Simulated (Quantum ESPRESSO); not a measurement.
# BaF2 (Frankdicksonite) under changes of volume

One of the cells (19.862 Å³/atom); the others are scaled copies at fixed shape and fractional positions:

```
Ba F
1.0
     0.00000    3.10005    3.10005
     3.10005    0.00000    3.10005
     3.10005    3.10005    0.00000
Ba F
1 2
Direct
  0.00000 0.00000 0.00000
  0.75000 0.75000 0.75000
  0.25000 0.25000 0.25000
```

- Program: Quantum ESPRESSO 7.5
- Functional: LDA
- Potentials or basis: PseudoDojo 0.4.1 SR LDA standard
- Cutoff: 1143 eV
- Density cutoff: 4572 eV
- k mesh: 8 × 8 × 8
- Occupations: fermi-dirac, width 0.05 eV
- Spin: no spin polarisation

```csv
volume (Å³/atom),energy over the lowest point (meV/atom),pressure (GPa),gap on the mesh (eV)
18.670,0.00,-0.5,6.68
19.067,2.91,-1.9,6.60
19.464,9.05,-3.1,6.52
19.862,18.02,-4.2,6.43
20.259,29.50,-5.1,6.35
20.656,?,?,?
21.053,58.82,-6.7,6.19
```

Question: What does the run at 20.656 Å³/atom give?

Answer: Energy over the lowest point 43.19 meV/atom; pressure -5.9 GPa; gap on the mesh 6.27 eV.

Worked out: A Birch-Murnaghan fit of order 3 (a polynomial in V^(-2/3)) to the other rows has its minimum at 18.54 Å³/atom, just outside them, with B0 = V·E''(V) = 71 GPa and B' = 4.8. It gives 43.18 meV/atom at 20.656 Å³/atom, against the run's 43.19, and -dE/dV = -5.9 GPa, against -5.9. A straight line through the other rows of the gap, of slope -4.1 eV per unit of ln V, gives 6.27 eV, against the run's 6.27.

Energies are extrapolated to zero smearing.

Caveats: this release of the barium file is off; spin-orbit coupling is left out, which moves the levels of the heavy elements.

A mesh can miss the band edges.
